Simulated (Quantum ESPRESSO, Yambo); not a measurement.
# TePb (Fm-3m): G0W0 in Yambo against the bands, part 2 of 2

How does the gap of TePb (Fm-3m) converge in the bands?

Yambo 5.3.0; PBE and many-body steps on it, plane waves. Known limits of the many-body steps: not at the basis limit; model gap, bands may invert with spin-orbit coupling; no spin-orbit coupling; coarse k mesh.

So far. Step 4 (94 bands): Against the run before, the gap moves by +0.048 eV.

### Step 5. 153 bands

Level of this step: G0W0 on PBE, plane waves, norm-conserving pseudopotentials (Yambo).

File gw4.in:

```
HF_and_locXC
gw0
dyson
ppa
em1d
rim_cut
RandQpts= 1000000
RandGvec= 1 RL
EXXRLvcs= 88 Ry
VXCRLvcs= 352 Ry
Chimod= "HARTREE"
% BndsRnXp
 1 | 153 |
%
NGsBlkXp= 11 Ry
% LongDrXp
 1 | 1 | 1 |
%
% GbndRnge
 1 | 153 |
%
DysSolver= "n"
ExtendOut
PPAPntXp= 27.21138 eV
% QPkrange
 3 | 3 | 22 | 25 |
 1 | 1 | 22 | 25 |
%
```

Command:

```bash
OMP_NUM_THREADS=1 mpirun -n 4 yambo -F gw4.in -J gw4 -C gw4 > gw4.log
```

Output:

```text
 Yambo, version 5.3.0

 [02] CORE Variables Setup
 =========================

  [... cell, symmetries and grids as in the set-up ...]

  [02.05] Energies & Occupations
  ==============================

  [X] === General ===
  [X] Electronic Temperature                        :  0.000000  0.000000 [eV K]
  [X] Bosonic    Temperature                        :  0.000000  0.000000 [eV K]
  [X] Finite Temperature mode                       : no
  [X] El. density                                   :  0.68189E+24 [cm-3]
[...]
QP @ state[ 1 ] b range                          :  22  25
   QP @ state[ 2 ] K range                          :  3  3
   QP @ state[ 2 ] b range                          :  22  25
   GF energies kind                                 : Perdew, Burke & Ernzerhof(X)+Perdew, Burke & Ernzerhof(C)
   GF WF`s kind                                     : Perdew, Burke & Ernzerhof(X)+Perdew, Burke & Ernzerhof(C)
   Xs energies kind                                 : Perdew, Burke & Ernzerhof(X)+Perdew, Burke & Ernzerhof(C)
   Xs WF`s kind                                     : Perdew, Burke & Ernzerhof(X)+Perdew, Burke & Ernzerhof(C)

 [11] Game Over & Game summary
```

It took 4.7 min on 4 MPI ranks of Arm Neoverse V1, shared host; peak memory 2.2 GiB; 19 min of CPU time.

This step gave:

| Item | Value |
| --- | --- |
| G0W0 gap on the points computed | 0.8893 eV |
| starting gap on the mesh | 0.7378 eV |
| k of the valence top | 0, 0, -0.5 |
| k of the conduction bottom | 0, 0, -0.5 |
| least direct G0W0 gap on the computed points | 0.8893 eV |

Against the run before, the gap moves by +0.049 eV.

### Step 6. 224 bands

gw5.in, as its differences from gw4.in of step 5:

```diff
@@ -12,3 +12,3 @@
 % BndsRnXp
- 1 | 153 |
+ 1 | 224 |
 %
@@ -19,3 +19,3 @@
 % GbndRnge
- 1 | 153 |
+ 1 | 224 |
 %
```

Command:

```bash
OMP_NUM_THREADS=1 mpirun -n 4 yambo -F gw5.in -J gw5 -C gw5 > gw5.log
```

Output:

```text
 Yambo, version 5.3.0

 [02] CORE Variables Setup
 =========================

  [... cell, symmetries and grids as in the set-up ...]

  [02.05] Energies & Occupations
  ==============================

  [X] === General ===
  [X] Electronic Temperature                        :  0.000000  0.000000 [eV K]
  [X] Bosonic    Temperature                        :  0.000000  0.000000 [eV K]
  [X] Finite Temperature mode                       : no
  [X] El. density                                   :  0.68189E+24 [cm-3]
[...]
QP @ state[ 1 ] b range                          :  22  25
   QP @ state[ 2 ] K range                          :  3  3
   QP @ state[ 2 ] b range                          :  22  25
   GF energies kind                                 : Perdew, Burke & Ernzerhof(X)+Perdew, Burke & Ernzerhof(C)
   GF WF`s kind                                     : Perdew, Burke & Ernzerhof(X)+Perdew, Burke & Ernzerhof(C)
   Xs energies kind                                 : Perdew, Burke & Ernzerhof(X)+Perdew, Burke & Ernzerhof(C)
   Xs WF`s kind                                     : Perdew, Burke & Ernzerhof(X)+Perdew, Burke & Ernzerhof(C)

 [11] Game Over & Game summary
```

Wall time 6.9 min (4 MPI ranks); peak memory 2.2 GiB; 27 min of CPU time.

Numbers from this step:

```
G0W0 gap on the points computed              : 0.9159 eV
starting gap on the mesh                     : 0.7378 eV
k of the valence top                         : 0, 0, -0.5
k of the conduction bottom                   : 0, 0, -0.5
least direct G0W0 gap on the computed points : 0.9159 eV
```

Against the run before, the gap moves by +0.027 eV.

### Step 7. 304 bands

gw6.in, as its differences from gw5.in of step 6:

```diff
@@ -12,3 +12,3 @@
 % BndsRnXp
- 1 | 224 |
+ 1 | 304 |
 %
@@ -19,3 +19,3 @@
 % GbndRnge
- 1 | 224 |
+ 1 | 304 |
 %
```

Command:

```bash
OMP_NUM_THREADS=1 mpirun -n 4 yambo -F gw6.in -J gw6 -C gw6 > gw6.log
```

Output:

```text
 Yambo, version 5.3.0

 [02] CORE Variables Setup
 =========================

  [... cell, symmetries and grids as in the set-up ...]

  [02.05] Energies & Occupations
  ==============================

  [X] === General ===
  [X] Electronic Temperature                        :  0.000000  0.000000 [eV K]
  [X] Bosonic    Temperature                        :  0.000000  0.000000 [eV K]
  [X] Finite Temperature mode                       : no
  [X] El. density                                   :  0.68189E+24 [cm-3]
[...]
QP @ state[ 1 ] b range                          :  22  25
   QP @ state[ 2 ] K range                          :  3  3
   QP @ state[ 2 ] b range                          :  22  25
   GF energies kind                                 : Perdew, Burke & Ernzerhof(X)+Perdew, Burke & Ernzerhof(C)
   GF WF`s kind                                     : Perdew, Burke & Ernzerhof(X)+Perdew, Burke & Ernzerhof(C)
   Xs energies kind                                 : Perdew, Burke & Ernzerhof(X)+Perdew, Burke & Ernzerhof(C)
   Xs WF`s kind                                     : Perdew, Burke & Ernzerhof(X)+Perdew, Burke & Ernzerhof(C)

 [11] Game Over & Game summary
```

It took 9.1 min on 4 MPI ranks; peak memory 2.6 GiB; 36 min of CPU time.

Numbers from this step:

```
G0W0 gap on the points computed              : 0.9313 eV
starting gap on the mesh                     : 0.7378 eV
k of the valence top                         : 0, 0, -0.5
k of the conduction bottom                   : 0, 0, -0.5
least direct G0W0 gap on the computed points : 0.9313 eV
```

Against the run before, the gap moves by +0.015 eV.

### Step 8. Side by side

Times are wall times on 4 MPI ranks of Arm Neoverse V1, shared host, good to a factor of about two.

```tsv
run	mesh	bands	screening cutoff (eV)	DFT gap (eV)	gap on the mesh (eV)	direct (eV)	time
39 bands	4×4×4	39	149.7	0.738	0.712	0.712	59 s
58 bands	4×4×4	58	149.7	0.738	0.793	0.793	98 s
94 bands	4×4×4	94	149.7	0.738	0.841	0.841	2.8 min
153 bands	4×4×4	153	149.7	0.738	0.889	0.889	4.7 min
224 bands	4×4×4	224	149.7	0.738	0.916	0.916	6.9 min
304 bands	4×4×4	304	149.7	0.738	0.931	0.931	9.1 min
```

### Step 9. What came out

```yaml
39_bands: 0.712 eV
58_bands: 0.793 eV
94_bands: 0.841 eV
153_bands: 0.889 eV
224_bands: 0.916 eV
304_bands: 0.931 eV
known_limits: not at the basis limit; model gap, bands may invert with spin-orbit coupling; no spin-orbit coupling; coarse k mesh
```

**Reading.** The setting moved: bands. From 39 bands to 304 bands the gap moves by +0.22 eV, for 9.2 times the time. The last step still moves it by +0.015 eV. Bands and screening cutoff are coupled, so a series along one setting does not show full convergence. Bands and cutoff are finite, so the gap is not at the basis limit. The miss can reach some tenths of an eV and take either sign; the mesh is an error of its own. In the G0W0 runs levels were corrected at 2 k points alone, so a gap called «on the mesh» is the least over those, and an edge elsewhere would be missed. The 4×4×4 mesh is coarse for this cell, which bears on the long-range parts of exchange and screening. Where an edge is built on 6p states of lead, bismuth or thallium, scalar-relativistic gaps usually stand too wide, by a few tenths to over one eV. With atoms this heavy and so narrow a gap, spin-orbit coupling can invert the bands. These scalar-relativistic gaps are then model values, not to be set against experiment, and a spin-orbit change taken from DFT can't simply be added.

[Paths, hosts, dates, memory and timing lines, banners, echoed tables and standing remarks are left out of the program output.]

[Logs are printed without paths, hosts, clocks, repeated set-up lines and the standing remarks that a program may print on its own settings, such as how far it seeks lower states.]

[Runs of the session that timed out or met a known fault of the program may be left out.]

[Hosts, paths, dates, database ids (printed as entryN), source tags and the programs' standing remarks are cut or masked in the printed files.]
